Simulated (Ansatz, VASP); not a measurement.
**Two plane-wave programs on TiTe2**

```
Ti Te
1.0
     3.80102    0.00000    0.00000
    -1.90051    3.29178    0.00000
     0.00000    0.00000    6.90080
Ti Te
1 2
Direct
  0.00000 0.00000 0.00000
  0.66667 0.33333 0.24615
  0.33333 0.66667 0.75385
```

Alike in both runs: functional r2SCAN; k mesh 15 × 15 × 8; occupations gaussian, width 0.1 eV; no spin polarisation.

Ansatz relaxed the structure, and its values are those at the end. VASP's run is a single point on that final structure, the one shown.

```csv
,VASP,Ansatz
version,VASP 6.6.1,Ansatz 0.2.0
potentials or method,"VASP PAW PBE potentials, release 64 (Ti_sv, Te)","scalar-relativistic, plane waves, PAW"
plane-wave cutoff (eV),520,500
valence electrons in the cell,24,44
```

```tsv
	VASP	Ansatz	Ansatz less VASP
gap on the k mesh at the Fermi level (eV)	none	none	-
pressure (GPa)	0.1	0.0	-0.11
rms of the force components (eV/Å)	0.008	0.000	-0.0083
```

A gap of «none» marks a metal or a gap that the smearing closes. The two sets of potentials don't hold the same shells in valence.

Caveats: the PAW data sets were made with another functional, which shifts forces and pressure a little (VASP). Spin-orbit coupling is left out, which matters for the levels of Te.
